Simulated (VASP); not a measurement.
# InAs (Fm-3m) in VASP: a series of runs

One crystal, InAs, is run at these levels: PBE; tasks: single point.

Program: VASP 6.6.1. These are calculated values, not measurements. Logs are shortened: lines on timing, memory, paths and dates and some standing lists are left out, and cuts for length are marked.

### 1 The crystal as given

Symmetry: Fm-3m, No. 225, cubic system. Conventional cell: a = 5.755 Å, b = 5.755 Å, c = 5.755 Å, α = 90.00°, β = 90.00°, γ = 90.00°. In (site symmetry m-3m) is surrounded by 6 As at 2.88 Å. As (site symmetry m-3m) has 6 In at 2.88 Å as nearest neighbours.

Measurements of this composition are mostly on another form, of space group No. 216.

### 2 Single point, PBE, spin-orbit coupling, no magnetisation

Input file INCAR:

```
  PREC = Accurate
  ENCUT = 520
  EDIFF = 1E-7
  ISMEAR = 0
  SIGMA = 0.02
  LREAL = False
  LASPH = True
  NELM = 100
  ALGO = Normal
  ISIF = 2
  LWAVE = False
  LCHARG = False
  MAGMOM = 0 0 0 0 0 0
  LORBIT = 11
  LSORBIT = True
  GGA_COMPAT = False
  GGA = PE
  NBANDS = 34
```

Input file KPOINTS:

```
regular mesh
0
Gamma
  4 4 4
```

Input file POSCAR:

```
InAs
1.0
    0.0000000000      2.8773040000      2.8773040000
    2.8773040000      0.0000000000      2.8773040000
    2.8773040000      2.8773040000      0.0000000000
In As
1 1
Direct
    0.5000000000      0.5000000000      0.5000000000
    0.0000000000      0.0000000000      0.0000000000
```

Potentials or basis: VASP PAW PBE potentials, release 64 (In_d, As).

Started as:

```
$ cat potpaw_PBE.64/In_d/POTCAR potpaw_PBE.64/As/POTCAR > POTCAR
$ mpirun -np 1 vasp_ncl > vasp.out
```

OUTCAR:

```text
PREC = Accurate
   ENCUT = 520
   EDIFF = 1E-7
   ISMEAR = 0
   LREAL = False
   LASPH = True
   NELM = 100
   ISIF = 2
   LORBIT = 11
   LSORBIT = True
   GGA = PE

 Found      8 irreducible k-points:

 Following reciprocal coordinates:
            Coordinates               Weight
  0.000000  0.000000  0.000000      1.000000
  0.250000  0.000000  0.000000      8.000000
  0.500000  0.000000  0.000000      4.000000
  0.250000  0.250000  0.000000      6.000000
  0.500000  0.250000  0.000000     24.000000
 -0.250000  0.250000  0.000000     12.000000
   k-points           NKPTS =      8   k-points in BZ     NKDIM =      8   number of bands    NBANDS=     34
   number of dos      NEDOS =    301   number of ions     NIONS =      2
   total plane-waves  NPLWV =  27000
   dimension x,y,z NGX =    30 NGY =   30 NGZ =   30
   dimension x,y,z NGXF=    60 NGYF=   60 NGZF=   60
   ions per type =               1   1
   NGX,Y,Z   is equivalent  to a cutoff of  12.26, 12.26, 12.26 a.u.
   NGXF,Y,Z  is equivalent  to a cutoff of  24.51, 24.51, 24.51 a.u.
 SYSTEM =  unknown system
   PREC   = accura    normal or accurate (medium, high low for compatibility)
   ISTART =      0    job   : 0-new  1-cont  2-samecut
   ICHARG =      2    charge: 1-file 2-atom 10-const
   ISPIN  =      1    spin polarized calculation?
   LNONCOLLINEAR =      T non collinear calculations
   LSORBIT =      T    spin-orbit coupling
   LASPH  =      T    aspherical Exc in radial PAW
   ENCUT  =  520.0 eV  38.22 Ry    6.18 a.u.   7.57  7.57  7.57*2*pi/ulx,y,z
   NELM   =    100;   NELMIN=  2; NELMDL= -5     # of ELM steps
   EDIFF  = 0.1E-06   stopping-criterion for ELM
   LREAL  =      F    real-space projection
   EDIFFG = 0.1E-05   stopping-criterion for IOM
   NSW    =      0    number of steps for IOM
   IBRION =     -1    ionic relax: 0-MD 1-quasi-New 2-CG
   NFREE  =      0    steps in history (QN), initial steepest desc. (CG)
   ISIF   =      2    stress and relaxation
   ISYM   =      2    0-nonsym 1-usesym 2-fastsym
   POTIM  = 0.5000    time-step for ionic-motion
   TEBEG  =    0.0;   TEEND  =   0.0 temperature during run
   PSTRESS=    0.0 pullay stress
   NELECT =      18.0000    total number of electrons
   NUPDOWN=      -1.0000    fix difference up-down
   EMIN   =  10.00;   EMAX   =-10.00  energy-range for DOS
   EFERMI =   0.00;   METHOD = LEGACY
   ISMEAR =     0;   SIGMA  =   0.02  broadening in eV -4-tet -1-fermi 0-gaus
   EFERMI_NEDOS =   21; number of points for ismear=-14 and -15
   IALGO  =     38    algorithm
   IMIX   =      4    mixing-type and parameters
     AMIX     =   0.40;   BMIX     =  1.00
     AMIX_MAG =   1.60;   BMIX_MAG =  1.00
  volume/ion in A,a.u.               =      23.82       160.75
  Fermi-wavevector in a.u.,A,eV,Ry     =   1.183505  2.236499 19.057448  1.400683
  Thomas-Fermi vector in A             =   2.319738
   LORBIT       =     11    0 simple, 1 ext, 2 COOP (PROOUT), +10 PAW based schemes
   GGA     = PE    functional components
   LHFCALC =     F    Hartree Fock is set to
   AEXX    =    0.0000 exact exchange contribution
   IVDW    =     0    specifies the selected vdW correction
   LEPSILON=     F    determine dielectric tensor
   LRPA    =     F    only Hartree local field effects (RPA)
 Gauss-broadening in eV      SIGMA  =   0.02
  energy-cutoff  :      520.00
  volume of cell :       47.64
 maximum number of plane-waves:      2598
   NGX = 15   NGY = 15   NGZ = 15

 number of electron      18.0000000 magnetization       0.0000000      0.0000000      0.0000000

 number of electron      18.0000002 magnetization       0.0000000     -0.0000000      0.0000000

 number of electron      18.0000002 magnetization      -0.0000000      0.0000000     -0.0000000

 Free energy of the ion-electron system (eV)
  ---------------------------------------------------
  ext. energy  EPLUGINS =         0.00000000
  ---------------------------------------------------
  free energy    TOTEN  =        -7.03186839 eV

  energy without entropy =       -7.03150146  energy(sigma->0) =       -7.03168493

 E-fermi :   6.1776     XC(G=0): -10.0679

 val. band max:        6.1532484885   @ k =   0.5000   0.0000   0.0000
 cond. band min:       6.2123700260   @ k =   0.5000   0.2500   0.0000
 fundamental gap:      0.0591215375
 Fermi energy:         6.1776477562

 k-point     1 :       0.0000    0.0000    0.0000
  band No.  band energies     occupation
      1      -9.0682      1.00000
      2      -9.0682      1.00000
      3      -9.0682      1.00000
      4      -9.0682      1.00000
      5      -8.2195      1.00000
      6      -8.2195      1.00000
[... 22 lines left out ...]
     29      13.6155      0.00000
     30      13.6155      0.00000

 k-point     2 :       0.2500    0.0000    0.0000
  band No.  band energies     occupation
      1      -9.0742      1.00000
      2      -9.0742      1.00000
      3      -9.0610      1.00000
      4      -9.0610      1.00000
      5      -8.2407      1.00000
      6      -8.2407      1.00000
[... 22 lines left out ...]
     29      14.6884      0.00000
     30      14.6884      0.00000

 k-point     3 :       0.5000    0.0000    0.0000
  band No.  band energies     occupation
      1      -9.0814      1.00000
      2      -9.0814      1.00000
      3      -9.0553      1.00000
      4      -9.0553      1.00000
      5      -8.2621      1.00000
      6      -8.2621      1.00000
[... 22 lines left out ...]
     29      17.7531      0.00000
     30      17.7531      0.00000

 k-point     4 :       0.2500    0.2500    0.0000
  band No.  band energies     occupation
      1      -9.0859      1.00000
      2      -9.0859      1.00000
      3      -9.0624      1.00000
      4      -9.0624      1.00000
      5      -8.2632      1.00000
      6      -8.2632      1.00000
[... 22 lines left out ...]
     29      16.9943      0.00000
     30      16.9943      0.00000

 k-point     5 :       0.5000    0.2500    0.0000
  band No.  band energies     occupation
      1      -9.0999      1.00000
      2      -9.0999      1.00000
      3      -9.0605      1.00000
      4      -9.0605      1.00000
      5      -8.2847      1.00000
      6      -8.2847      1.00000
[... 22 lines left out ...]
     29      18.1715      0.00000
     30      18.1715      0.00000

 k-point     6 :      -0.2500    0.2500    0.0000
  band No.  band energies     occupation
      1      -9.0823      1.00000
      2      -9.0823      1.00000
      3      -9.0634      1.00000
      4      -9.0634      1.00000
      5      -8.2594      1.00000
      6      -8.2594      1.00000
[... 22 lines left out ...]
     29      16.2066      0.00000
     30      16.2066      0.00000

 [... further k-points ...]

 [bands above 30 left out]

------------------------ aborting loop because EDIFF is reached ----------------------------------------

  FORCE on cell =-STRESS in cart. coord.  units (eV):
  Direction    XX          YY          ZZ          XY          YZ          ZX
  --------------------------------------------------------------------------------------
  -------------------------------------------------------------------------------------
  Total        0.1885940      0.1885940      0.1885940      0.0000000      0.0000000      0.0000000
  in kB        6.3423636      6.3423636      6.3423636      0.0000000      0.0000000      0.0000000
  external PRESSURE =       6.3423636 kB  Pullay stress =       0.0000000 kB

 VOLUME and BASIS-vectors are now :
 -----------------------------------------------------------------------------
  energy-cutoff  :      520.00
  volume of cell :       47.64
      direct lattice vectors                 reciprocal lattice vectors
     0.000000000  2.877304000  2.877304000    -0.173773783  0.173773783  0.173773783
     2.877304000  0.000000000  2.877304000     0.173773783 -0.173773783  0.173773783
     2.877304000  2.877304000  0.000000000     0.173773783  0.173773783 -0.173773783

 POSITION                                       TOTAL-FORCE (eV/Angst)
 -----------------------------------------------------------------------------------
      2.87730      2.87730      2.87730         0.000000     -0.000000     -0.000000
      0.00000      0.00000      0.00000        -0.000000      0.000000      0.000000
 -----------------------------------------------------------------------------------
    total drift:                                0.000000      0.000000      0.000000

  FREE ENERGIE OF THE ION-ELECTRON SYSTEM (eV)
  ---------------------------------------------------
  free  energy   TOTEN  =        -7.0318683944 eV

  energy  without entropy=       -7.0315014620  energy(sigma->0) =       -7.03168493

 Spin-Orbit-Coupling matrix elements

 Ion:    1  E_soc:     -0.0667362
 l=   1
     0.0000000    -0.0050704    -0.0050704
    -0.0050704     0.0000000    -0.0050704
    -0.0050704    -0.0050704     0.0000000
 l=   2
     0.0000000    -0.0012579     0.0000000    -0.0012579    -0.0047944
    -0.0012579     0.0000000    -0.0035958    -0.0012579    -0.0011986
     0.0000000    -0.0035958     0.0000000    -0.0035958     0.0000000
    -0.0012579    -0.0012579    -0.0035958     0.0000000    -0.0011986
    -0.0047944    -0.0011986     0.0000000    -0.0011986     0.0000000
 l=   3
     0.0000000     0.0000000     0.0000000     0.0000000     0.0000000     0.0000000     0.0000000
     0.0000000     0.0000000     0.0000000     0.0000000     0.0000000     0.0000000     0.0000000
     0.0000000     0.0000000     0.0000000     0.0000000     0.0000000     0.0000000     0.0000000
     0.0000000     0.0000000     0.0000000     0.0000000     0.0000000     0.0000000     0.0000000
     0.0000000     0.0000000     0.0000000     0.0000000     0.0000000     0.0000000     0.0000000
     0.0000000     0.0000000     0.0000000     0.0000000     0.0000000     0.0000000     0.0000000
     0.0000000     0.0000000     0.0000000     0.0000000     0.0000000     0.0000000     0.0000000

 Ion:    2  E_soc:     -0.0407905
 l=   1
     0.0000000    -0.0068012    -0.0068012
    -0.0068012     0.0000000    -0.0068012
    -0.0068012    -0.0068012     0.0000000
 l=   2
     0.0000000    -0.0000011     0.0000000    -0.0000011     0.0000039
    -0.0000011     0.0000000     0.0000029    -0.0000011     0.0000010
     0.0000000     0.0000029     0.0000000     0.0000029     0.0000000
    -0.0000011    -0.0000011     0.0000029     0.0000000     0.0000010
     0.0000039     0.0000010     0.0000000     0.0000010     0.0000000
 l=   3
     0.0000000     0.0000000     0.0000000     0.0000000     0.0000000     0.0000000     0.0000000
     0.0000000     0.0000000     0.0000000     0.0000000     0.0000000     0.0000000     0.0000000
     0.0000000     0.0000000     0.0000000     0.0000000     0.0000000     0.0000000     0.0000000
     0.0000000     0.0000000     0.0000000     0.0000000     0.0000000     0.0000000     0.0000000
     0.0000000     0.0000000     0.0000000     0.0000000     0.0000000     0.0000000     0.0000000
     0.0000000     0.0000000     0.0000000     0.0000000     0.0000000     0.0000000     0.0000000
     0.0000000     0.0000000     0.0000000     0.0000000     0.0000000     0.0000000     0.0000000

 total charge

# of ion       s       p       d       tot
------------------------------------------
    1        0.836   0.544   9.890  11.270
    2        1.243   1.507   0.018   2.767
--------------------------------------------------
tot          2.079   2.051   9.907  14.037

 magnetization (x)

# of ion       s       p       d       tot
------------------------------------------
    1        0.000   0.000   0.000   0.000
    2        0.000   0.000   0.000   0.000
--------------------------------------------------
tot          0.000   0.000   0.000   0.000

 magnetization (y)

# of ion       s       p       d       tot
------------------------------------------
    1        0.000   0.000  -0.000   0.000
    2        0.000   0.000   0.000   0.000
--------------------------------------------------
tot          0.000   0.000  -0.000   0.000

 magnetization (z)

# of ion       s       p       d       tot
------------------------------------------
    1        0.000  -0.000   0.000   0.000
    2        0.000  -0.000  -0.000  -0.000
--------------------------------------------------
tot          0.000  -0.000   0.000  -0.000
```

Run time: 29 s. Hardware: 1 thread of Intel Xeon Platinum 8488C (Sapphire Rapids), shared host; peak memory 0.28 GiB.

These settings aren't checked as converged: the numbers below hold their error.

What came out:

```
Free energy                                           : -7.0319 eV
Pressure                                              : 0.6 GPa
Valence electrons inside the program's atomic spheres : In 11.27; As 2.77
```

Caveat: the k mesh is coarse (spacing up to 0.47 Å⁻¹), so the values aren't converged.

### 3 Single point, PBE, spin-orbit coupling, no magnetisation

INCAR: that of step 2 with these lines changed.

```diff
@@ -1,3 +1,3 @@
   PREC = Accurate
-  ENCUT = 520
+  ENCUT = 400
   EDIFF = 1E-7
```

Input file KPOINTS:

```
regular mesh
0
Gamma
  5 5 5
```

POSCAR is that of step 2.

Potentials or basis: VASP PAW PBE potentials, release 64 (In_d, As).

Started as:

```
$ cat potpaw_PBE.64/In_d/POTCAR potpaw_PBE.64/As/POTCAR > POTCAR
$ mpirun -np 1 vasp_ncl > vasp.out
```

Wall time 23 s (1 thread of Intel Xeon Platinum 8488C (Sapphire Rapids), shared host); peak memory 0.23 GiB.

The run converged, but some of its settings lie outside the range that counts as converged, so its numbers aren't taken as properties of the crystal.

Results:

| Property | Result |
| --- | --- |
| Free energy | -7.3511 eV |
| Pressure | 0.1 GPa |
| Valence electrons inside the program's atomic spheres | In 11.30; As 2.74 |

Caveat: the k mesh is coarse (spacing up to 0.38 Å⁻¹), so the values aren't converged.

(Part 1 of 2 ends here.)
